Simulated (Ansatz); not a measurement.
Input, command and steps of an Ansatz relaxation.

```yaml
crystal:
  lattice:
    - [3.1375903919, 0.0, 0.0]
    - [-1.5687951959, 2.717232986, 0.0]
    - [0.0, 0.0, 5.1092071354]
  atoms:
    - { symbol: Co, position: [0.0, 0.0, 0.0020474259], spin: -2.67 }
    - { symbol: Co, position: [0.3333333333, 0.6666666667, 0.5020453839], spin: 2.67 }
    - { symbol: O, position: [0.0, 0.0, 0.3729542678] }
    - { symbol: O, position: [0.3333333333, 0.6666666667, 0.8729539223] }
basis:
  ecutwfc: 420
kpoints:
  mp_grid: { grid: [12, 12, 6] }
hamiltonian:
  xc: pbe
  hubbard: { sites: [{ species: Co, l: d, u_eff: 3.32 }] }
scf:
  occupations: { method: gaussian, width: 0.02 }
output:
  forces: true
  stress: true
  eigenvalues: true
  populations: true
  write_density: true
  write_potential: true
  elf: true
  volumetric_format: npy
magnetization:
  spin_polarized: true
relax:
  adjacent_minimum: "off"
  f_tol: 0.01
  max_steps: 30
  cell: { stress_tol: 0.1, fix: [volume] }
```

```bash
ansatz run input.yaml --threads 1 --pin off --max-ram 2560MiB --backend cpu --events-out ev --progress --plain --runs-dir out
```

These are results of DFT PBE+U, scalar-relativistic, plane waves, PAW in Ansatz 0.2.0, not measurements.

The volume is held at 0.88 times that of the relaxed cell.

Of 4 frames 3 are shown, positions in Å and forces in eV/Å; the SCF threshold varies from step to step. Steps run on the plane waves of an earlier cell, with a Pulay correction in the pressure. The basis is chosen afresh for the last frame, the zero of the energies, and at times for earlier ones too; energy and pressure step there, also at an unchanged geometry.

```xyz
4
Lattice="3.1376 0.0000 0.0000 -1.5688 2.7172 0.0000 0.0000 0.0000 5.1092" Properties=species:S:1:pos:R:3:forces:R:3 pbc="T T T" step=1 free_energy_over_end_meV_per_atom=0.14 pressure_GPa=21.39
Co    0.0000    0.0000    0.0105    0.0000    0.0000    0.0273
Co    0.0000    1.8115    2.5651    0.0000    0.0000    0.0275
O     0.0000    0.0000    1.9055    0.0000    0.0000   -0.0274
O     0.0000    1.8115    4.4601    0.0000    0.0000   -0.0274
4
Lattice="3.1357 0.0000 0.0000 -1.5679 2.7156 0.0000 0.0000 0.0000 5.1152" Properties=species:S:1:pos:R:3:forces:R:3 pbc="T T T" step=2 free_energy_over_end_meV_per_atom=0.09 pressure_GPa=21.36
Co    0.0000    0.0000    0.0116    0.0000    0.0000    0.0267
Co    0.0000    1.8104    2.5692    0.0000    0.0000    0.0268
O     0.0000    0.0000    1.9066    0.0000    0.0000   -0.0268
O     0.0000    1.8104    4.4643    0.0000    0.0000   -0.0268
4
Lattice="3.1302 0.0000 0.0000 -1.5651 2.7108 0.0000 0.0000 0.0000 5.1335" Properties=species:S:1:pos:R:3:forces:R:3 pbc="T T T" step=4 free_energy_over_end_meV_per_atom=0.00 pressure_GPa=21.27
Co    0.0000    0.0000    0.0158    0.0000    0.0000    0.0032
Co    0.0000    1.8072    2.5825    0.0000    0.0000    0.0033
O     0.0000    0.0000    1.9093    0.0000    0.0000   -0.0032
O     0.0000    1.8072    4.4760    0.0000    0.0000   -0.0033
```

Time: 53 s on 1 thread of AMD EPYC 9R45 96-Core Processor (Zen 5), with other jobs on the host, peak memory 0.68 GiB.

The state reached may not be the lowest one.